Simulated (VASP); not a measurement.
Here is a VASP 6.6.1 calculation.

Contents of INCAR:

```
PREC     = Accurate       # precision mode
ENCUT    = 600            # plane-wave cutoff, eV
EDIFF    = 1E-6           # SCF threshold, eV
ISMEAR   = 0              # smearing method
SIGMA    = 0.03           # smearing width, eV
LREAL    = False          # projectors in reciprocal space
LASPH    = True           # aspherical terms in the spheres
NELM     = 80             # most SCF steps
ALGO     = Normal         # electronic algorithm
ISIF     = 3              # what is computed and relaxed
LWAVE    = False          # write WAVECAR
LCHARG   = False          # write CHGCAR
GGA      = PE             # functional
IVDW     = 12             # dispersion correction
IBRION   = 2              # ionic algorithm
NSW      = 90             # ionic steps
EDIFFG   = -0.01          # ionic threshold
KPAR     = 2
```

File KPOINTS:

```
regular mesh
0
Gamma
  4 8 8
```

POSCAR

```
SnSe
1.0
   11.4200000000      0.0000000000      0.0000000000
    0.0000000000      4.1900000000      0.0000000000
    0.0000000000      0.0000000000      4.4600000000
Sn Se
4 4
Direct
    0.1230000000      0.2500000000      0.0910000000
    0.3770000000      0.7500000000      0.5910000000
    0.6230000000      0.2500000000      0.4090000000
    0.8770000000      0.7500000000      0.9090000000
    0.3570000000      0.2500000000      0.0160000000
    0.1430000000      0.7500000000      0.5160000000
    0.8570000000      0.2500000000      0.4840000000
    0.6430000000      0.7500000000      0.9840000000
```

Potentials or basis: VASP PAW PBE potentials, release 64 (Sn_d, Se).

Launch:

```sh
$ cat potpaw_PBE.64/Sn_d/POTCAR potpaw_PBE.64/Se/POTCAR > POTCAR
$ mpirun -np 2 vasp_std > vasp.out
```

**Question.** Estimate the space group after relaxing (to 0.05 Å).

**Answer.** Pnma (No. 62).

**Question.** Predict the relaxed volume.

**Answer.** 26.23 Å³/atom.

**Question.** Estimate the band gap on the k mesh.

**Answer.** 0.53 eV, indirect (least direct gap 0.81 eV).

**Question.** Estimate the dispersion energy per atom.

**Answer.** -0.369 eV.

Final structure:
```yaml
crystal:
  lattice:
    - [11.49512, 0.00000, 0.00000]
    - [0.00000, 4.17702, 0.00000]
    - [0.00000, 0.00000, 4.37037]
  atoms:
    - { symbol: Sn, position: [0.11835, 0.25000, 0.08923] }
    - { symbol: Sn, position: [0.38165, 0.75000, 0.58923] }
    - { symbol: Sn, position: [0.61835, 0.25000, 0.41077] }
    - { symbol: Sn, position: [0.88165, 0.75000, 0.91077] }
    - { symbol: Se, position: [0.35732, 0.25000, 0.02052] }
    - { symbol: Se, position: [0.14268, 0.75000, 0.52052] }
    - { symbol: Se, position: [0.85732, 0.25000, 0.47948] }
    - { symbol: Se, position: [0.64268, 0.75000, 0.97948] }
```

Caveat: spin-orbit coupling is left out, which moves the levels of the heavy elements. A k mesh can miss the band edges.
